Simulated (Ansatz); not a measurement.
The system is HfN.

```
Hf N
1.0
     3.43321    0.00000    0.00000
    -1.71660    2.97324    0.00000
     0.00000    0.00000    3.96982
Hf N
1 1
Cartesian
  0.0000 0.0000 1.9849
  0.0000 0.0000 0.0000
```

The cell was built by a generator and needn't be a form met in nature.

- Program: Ansatz 0.2.0
- Task: relaxation of cell and atoms
- Functional: HSEsol
- Potentials or basis: Ansatz PAW
- Cutoff: 420 eV (not typed: the program's choice for these potentials)
- k mesh: 5 × 5 × 4
- Occupations: fermi-dirac, width 0.05 eV
- Spin: no spin polarisation

At the start: volume 20.26 Å³/atom.

Task: How do energy, volume and symmetry change on relaxing?

Result: It ends after 9 steps and the volume is 20.51 Å³/atom (+1.2 %); space group P6/mmm (No. 191, to 0.05 Å).

The path:
```
step  energy change (eV)  largest force (eV/Å)  volume (Å³)
   1              0.0000                0.0000        40.52
   2             -0.0661                0.0000        42.24
   3             -0.0811                0.0000        41.19
   4             -0.0822                0.0000        41.06
   5             -0.0824                0.0000        40.88
   6             -0.0824                0.0000        40.94
   7             -0.0836                0.0000        40.94
   8             -0.0835                0.0000        41.02
   9             -0.0836                0.0000        41.02
```

Final structure:
```xyz
2
Lattice="3.5069 0.0000 0.0000 -1.7534 3.0371 0.0000 0.0000 0.0000 3.8511" Properties=species:S:1:pos:R:3 pbc="T T T"
Hf    0.0000    0.0000    1.9256
N     0.0000    0.0000    0.0000
```

Caveat: the k mesh is coarse (spacing up to 0.42 Å⁻¹), so the values aren't converged, least of all with exact exchange; the plane-wave basis is chosen anew once the cell has moved, so the energies of steps on either side of that aren't comparable; the PAW data sets come from PBE, with cores solved anew for the run's functional, which leaves a small shift of forces and pressure.
